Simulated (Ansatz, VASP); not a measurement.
# Two plane-wave programs on MgS

```
CELL_PARAMETERS angstrom
4.03462 0.00000 0.00000
-2.01731 3.49409 0.00000
0.00000 0.00000 6.43229
ATOMIC_POSITIONS crystal
S 0.66667 0.33333 0.87924
S 0.33333 0.66667 0.37924
Mg 0.33333 0.66667 0.99575
Mg 0.66667 0.33333 0.49575
```

The cell comes from a database or a generator and needn't be the stable form of this composition.

Alike in both runs: task single point; functional HSE(alpha, omega); k mesh 4 × 4 × 2; occupations fermi-dirac, width 0.05 eV; no spin polarisation.

|  | VASP | Ansatz |
| --- | --- | --- |
| version | VASP 6.6.1 | Ansatz 0.2.0 |
| potentials or method | VASP PAW PBE potentials, release 64 (S, Mg) | Ansatz PAW |
| plane-wave cutoff (eV) | 520 | 420 |
| valence electrons in the cell | 16 | 32 |

```csv
,VASP,Ansatz,Ansatz less VASP
gap on the k mesh at the Fermi level (eV),4.65,4.66,+0.011
least direct gap on the mesh (eV),4.65,4.66,+0.011
pressure (GPa),-0.2,0.0,+0.20
largest component of the traceless stress (GPa),0.23,0.23,-0.007
rms of the force components (eV/Å),0.030,0.029,-0.0007
```

Atom by atom the forces differ by 0.001 eV/Å (rms over components). The two sets of potentials don't hold the same shells in valence.

Caveats: the k mesh is coarse (spacing up to 0.49 Å⁻¹), so the values aren't converged, least of all with exact exchange; the PAW data sets were made with another functional, which shifts forces and pressure a little (VASP); the PAW data sets come from PBE, with cores solved anew for the run's functional, which leaves a small shift of forces and pressure (Ansatz); the thresholds are loose for stress (Ansatz).
